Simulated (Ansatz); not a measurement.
ZnS (F-43m): PBEsol against r²SCAN and LDA

```
CELL_PARAMETERS angstrom
0.00000 2.67777 2.67777
2.67777 0.00000 2.67777
2.67777 2.67777 0.00000
ATOMIC_POSITIONS crystal
Zn 0.75000 0.75000 0.75000
S 0.00000 0.00000 0.00000
```

This cell (19.20 Å³ an atom) was relaxed by PAW under PBEsol, and each functional gets its own cell relaxed so. Quantity: dielectric response and Born charges by linear response (direction means).

Runs: (1) PBEsol, PAW on Ansatz 0.2.0's default frozen-core files (fitted under PBE), scalar-relativistic; k mesh 8×8×8, fixed occupations, cutoff 420 eV. (2) r²SCAN, PAW on Ansatz 0.2.0's default frozen-core files (fitted under PBE), scalar-relativistic; k mesh 6×6×6, fixed occupations, cutoff 500 eV. (3) LDA, PAW on Ansatz 0.2.0's default frozen-core files (fitted under PBE), scalar-relativistic; k mesh 6×6×6, fixed occupations, cutoff 420 eV.

Under PBEsol: ε∞ = 6.09, largest |Z*| = 1.95 e, ε₀ = 9.0.

Question: Which way does r²SCAN move the volume, and by how much?

Answer: a = 5.389 Å, 19.56 Å³ an atom: 1.9 % larger.

Question: What does r²SCAN give for these quantities?

Answer: 

```json
{"quantity": "ε∞", "PBEsol": "6.09", "r²SCAN": "5.43", "change": "-11 %"}
{"quantity": "largest |Z*|", "PBEsol": "1.95 e", "r²SCAN": "1.99 e", "change": "+2 %"}
{"quantity": "ε₀", "PBEsol": "9.0", "r²SCAN": "8.5", "change": "-5 %"}
```

Question: Which way does LDA move the volume, and by how much?

Answer: a = 5.297 Å, 18.58 Å³ an atom: 3.2 % smaller.

Question: What does LDA give for these quantities?

Answer: 

| quantity | PBEsol | LDA | change |
| --- | --- | --- | --- |
| ε∞ | 6.09 | 6.18 | +1 % |
| largest |Z*| | 1.95 e | 1.90 e | -2 % |
| ε₀ | 9.0 | 8.8 | -2 % |

Known limits: frozen-core PAW files fitted under PBE, their cores solved anew for the functional of the run; zone-boundary modes aren't tested; field response not resolved by the mesh.
